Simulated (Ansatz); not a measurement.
# MoS2: the cost of one run

Method: DFT PBE+D3(BJ), scalar-relativistic, plane waves, PAW, in Ansatz 0.2.0.

The COD entry's cell or inner coordinates are ideal or old and differ from later refinements, so a difference from it is no clean test against experiment.

### Step 1. The starting structure

The structure is trigonal, space group P-3m1 (No. 164). The conventional cell has a = 3.171 Å, b = 3.171 Å, c = 20.058 Å, α = 90.00°, β = 90.00°, γ = 120.00°. S (site symmetry 3m) is surrounded by 3 Mo at 2.39 Å. Mo (site symmetry -3m) is surrounded by 6 S at 2.39 Å.

As a file:

```cif
data_structure
_symmetry_space_group_name_H-M 'P-3m1'
_symmetry_Int_Tables_number 164
_cell_length_a 3.1710
_cell_length_b 3.1710
_cell_length_c 20.0575
_cell_angle_alpha 90.000
_cell_angle_beta 90.000
_cell_angle_gamma 120.000
_cell_volume 174.66
loop_
_atom_site_label
_atom_site_type_symbol
_atom_site_symmetry_multiplicity
_atom_site_Wyckoff_symbol
_atom_site_fract_x
_atom_site_fract_y
_atom_site_fract_z
_atom_site_occupancy
S1 S 2 d 0.33333 0.66667 0.42378 1
Mo1 Mo 1 b 0.00000 0.00000 0.50000 1
```

Free-standing sheet.

### Step 2. Relaxing the sheet and its cell in the plane

Contents of input.yaml:

```yaml
crystal:
  lattice:
    - [3.17100149, 0.0, 0.0]
    - [-1.58550075, 2.74616785, 0.0]
    - [0.0, 0.0, 20.0575001466]
  atoms:
    - { symbol: S, position: [0.0, 0.0, 0.4237816247] }
    - { symbol: Mo, position: [0.66666667, 0.33333333, 0.5], spin: 1.0 }
    - { symbol: S, position: [0.33333333, 0.66666667, 0.5762183753] }
basis:
  ecutwfc: 420.0
  fft_grid_basis: typed
kpoints:
  mp_grid: { grid: [12, 12, 1] }
hamiltonian:
  xc: pbe
  dispersion: d3bj
scf:
  occupations: { method: gaussian, width: 0.05 }
output:
  forces: true
  eigenvalues: true
  populations: true
  stress: true
efield:
  axis: 3
  dipole_correction: true
  ramp_width: 0.04
magnetization:
  spin_polarized: true
relax:
  adjacent_minimum: "off"
  f_tol: 0.02
  max_steps: 60
  cell: { fix: [c, alpha, beta], stress_tol: 0.05 }
```

Launch:

```
$ ansatz run input.yaml --threads 1 --pin off --max-ram 2211MiB --backend cpu --events-out ev --progress --plain --runs-dir out
```

Q: Estimate wall time and peak memory on 1 thread of Intel Xeon 6975P-C (Granite Rapids), shared host.

About 30 s, with a peak of 0.51 GiB.
